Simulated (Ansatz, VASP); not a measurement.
**Two plane-wave programs on BeTe**

File INCAR:

```
ALGO = Normal ; EDIFF = 1E-7
ENCUT = 520 ; GGA = PE
ISIF = 2 ; ISMEAR = -1
LASPH = T ; LCHARG = T
LELF = T ; LREAL = F
LVHAR = T ; LWAVE = F
NBANDS = 11 ; NELM = 100
PREC = Accurate ; SIGMA = 0.02
```

File KPOINTS:

```
k-points
0
Gamma
  8 8 8
```

POSCAR

```
BeTe
1.0
    0.0000000000      2.9700548088      2.9700548088
    2.9700548088      0.0000000000      2.9700548088
    2.9700548088      2.9700548088      0.0000000000
Be Te
1 1
Direct
    0.0000000000      0.0000000000      0.0000000000
    0.2500000000      0.2500000000      0.2500000000
```

Input for Ansatz:

```yaml
crystal:
  lattice:
    - [0.0, 2.9700548088, 2.9700548088]
    - [2.9700548088, 0.0, 2.9700548088]
    - [2.9700548088, 2.9700548088, 0.0]
  atoms:
    - { symbol: Be, position: [0.0, 0.0, 0.0] }
    - { symbol: Te, position: [0.25, 0.25, 0.25] }
kpoints:
  mp_grid: { grid: [8, 8, 8] }
  band_path:
    path:
      - [0.0, 0.0, 0.0]
      - [-0.5, -0.5, 0.0]
      - [-0.375, -0.375, 0.25]
      - [-0.375, 0.0, 0.375]
      - [0.0, 0.0, 0.5]
      - [-0.5, -0.25, 0.25]
    npoints: 1
hamiltonian:
  xc: pbe
scf:
  occupations: { method: fermi_dirac, width: 0.02 }
  n_extra_bands: 4
output:
  forces: true
  stress: true
  eigenvalues: true
```

Change from the starting cell: hydrostatic strain +5.0%.

Alike in both runs: task single point; functional PBE; k mesh 8 × 8 × 8; occupations fermi-dirac, width 0.02 eV; no spin polarisation.

```csv
,VASP,Ansatz
version,VASP 6.6.1,Ansatz 0.2.0
potentials or method,"VASP PAW PBE potentials, release 64 (Be, Te)","plane waves, PAW"
plane-wave cutoff (eV),520,420
valence electrons in the cell,8,18
```

Ansatz gave:

| Quantity | Value |
| --- | --- |
| gap on the k mesh at the Fermi level (eV) | 2.32 |
| pressure (GPa) | -6.1 |

**Question.** Which values does VASP return?

**Answer.** gap on the k mesh at the Fermi level (eV): 2.31; pressure (GPa): -6.0.

The two sets of potentials don't hold the same shells in valence.

Caveats: spin-orbit coupling is left out, which moves the levels of the heavy elements. A k mesh can miss the band edges.
